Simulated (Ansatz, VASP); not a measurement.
**Fe in VASP and in Ansatz**

```xyz
1
Lattice="-1.3808 1.3808 1.3808 1.3808 -1.3808 1.3808 1.3808 1.3808 -1.3808" Properties=species:S:1:pos:R:3 pbc="T T T"
Fe    0.0000    0.0000    0.0000
```

Alike in both runs: task single point; functional PBE; k mesh 16 × 16 × 16; occupations fermi-dirac, width 0.1 eV; no spin polarisation.

|  | VASP | Ansatz |
| --- | --- | --- |
| version | VASP 6.6.1 | Ansatz 0.2.0 |
| potentials or method | VASP PAW PBE potentials, release 64 (Fe) | plane waves (800 eV) with PAW, scalar-relativistic |
| plane-wave cutoff (eV) | 520 | 800 |
| valence electrons in the cell | 8 | 16 |

```tsv
	VASP	Ansatz	Ansatz less VASP
pressure (GPa)	-0.4	0.1	+0.49
```

The two sets of potentials don't hold the same shells in valence.

Caveats: the run has no spin polarisation, though such a crystal can be magnetic. Spin polarisation is off, so any magnetic state and its effect on volume and gap are missing.
